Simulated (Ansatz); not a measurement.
## O: one input, then a changed one

The geometry is COD entry 2106877, unchecked; take it as a test cell. The listed cell was then made from it by scaling, straining or moving an atom.

First run: DFT, PBE, PAW with Ansatz's default frozen-core files, scalar-relativistic (Ansatz 0.2.0).

Command: `ansatz run input.yaml --threads 1 --pin off --max-ram 2048MiB --backend cpu --events-out ev --progress --plain --runs-dir out` The run took 8.3 s on 1 thread of Intel(R) Xeon(R) Platinum 8375C CPU @ 2.90GHz (Ice Lake), with other jobs on the host.

```yaml
crystal:
  lattice:
    - [-0.109048, 2.040653, 3.302699]
    - [1.411453, -0.096464, 3.315283]
    - [1.436199, 2.077983, -0.071718]
  atoms:
    - { symbol: O, position: [0.0871, 0.0871, 0.9129] }
    - { symbol: O, position: [0.9129, 0.9129, 0.0871] }
kpoints:
  mp_grid: { grid: [12, 12, 12] }
scf:
  occupations: { method: fermi_dirac, width: 0.01 }
hamiltonian:
  xc: pbe
  pseudopotentials: { kind: paw }
output:
  forces: true
  stress: true
  eigenvalues: true
  efg: { contact_densities: true }
```

Result: converged; pressure 13.04 GPa; largest force 3.753 eV/Å; no gap on the k mesh; 6 SCF iterations.

Solid oxygen carries moments on its molecules; these runs leave spin out.

The input is then changed:

```diff
@@ -12,5 +12,5 @@
   occupations: { method: fermi_dirac, width: 0.01 }
 hamiltonian:
-  xc: pbe
+  xc: r2scan
   pseudopotentials: { kind: paw }
 output:
@@ -19,3 +19,6 @@
   eigenvalues: true
   efg: { contact_densities: true }
+basis:
+  xc_grid: 4
+  ecutwfc: "58.8 Ry"
```

What does the second run give?

It converged; pressure 7.21 GPa; largest force 3.068 eV/Å; no gap on the k mesh; 6 SCF iterations.
